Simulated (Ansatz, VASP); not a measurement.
Se: VASP beside Ansatz

```
CELL_PARAMETERS angstrom
3.83580 0.00000 0.00000
-1.91790 3.32190 0.00000
0.00000 0.00000 6.06648
ATOMIC_POSITIONS crystal
Se 0.66667 0.33333 0.69460
Se 0.66667 0.33333 0.30540
Se 0.00000 0.00000 0.00000
```

Alike in both runs: functional PBE; k mesh 12 × 12 × 8; occupations gaussian, width 0.1 eV; no spin polarisation.

Ansatz relaxed the structure, and its values are those at the end. VASP's run is a single point on that final structure, the one shown.

|  | VASP | Ansatz |
| --- | --- | --- |
| version | VASP 6.6.1 | Ansatz 0.2.0 |
| potentials or method | VASP PAW PBE potentials, release 64 (Se) | scalar-relativistic, plane waves, PAW |
| plane-wave cutoff (eV) | 520 | 420 |
| valence electrons in the cell | 18 | 48 |

Ansatz gave:

```
gap on the k mesh at the Fermi level (eV) : none
pressure (GPa)                            : 0.0
rms of the force components (eV/Å)        : 0.002
```

Problem. Which values does VASP return?

Solution. gap on the k mesh at the Fermi level (eV): none; pressure (GPa): 0.0; rms of the force components (eV/Å): 0.006.

A gap of «none» marks a metal or a gap that the smearing closes. The two sets of potentials don't hold the same shells in valence.
